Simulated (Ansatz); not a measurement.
## Piezoelectric tensor of LiF

All numbers below come from DFT r2SCAN+D3(BJ), scalar-relativistic, plane waves, PAW in Ansatz. Cutoff 500 eV, 10×10×10 k-points (Γ-centred), fixed occupations. No spin polarisation.

The cell is fixed (symmetry leaves no force on the atoms) and stands under 0.0 GPa:
```
CELL_PARAMETERS angstrom
0.00000 2.13060 2.13060
2.13060 0.00000 2.13060
2.13060 2.13060 0.00000
ATOMIC_POSITIONS crystal
Li 0.00000 0.00000 0.00000
F 0.25000 0.25000 0.25000
```

The cell is the ideal cubic zincblende prototype; this isn't the usual structure of the compound.

**Question.** Give the relaxed-ion proper piezoelectric stress tensor e_iJ (C/m², Voigt columns xx yy zz yz xz xy).

**Answer.**
```
x   0.00 0.00 0.00 0.54 0.00 0.00
y   0.00 0.00 0.00 0.00 0.54 0.00
z   0.00 0.00 0.00 0.00 0.00 0.54
```
Signs follow the orientation of the cell as given.

**Question.** With the elastic constants (GPa, Voigt order)
C11 = 73.2, C12 = 55.3, C13 = 55.3, C22 = 73.2, C23 = 55.3, C33 = 73.2, C44 = 36.7, C55 = 36.7, C66 = 36.7 GPa; the others vanish.
find the strain coefficients d = e·C⁻¹ (pC/N).

**Answer.**
```
x    0.0  0.0  0.0 14.8  0.0  0.0
y    0.0  0.0  0.0  0.0 14.8  0.0
z    0.0  0.0  0.0  0.0  0.0 14.8
```

Cost: 1 run of about 2.1 core-minutes, on Arm Neoverse N1 (shared hosts).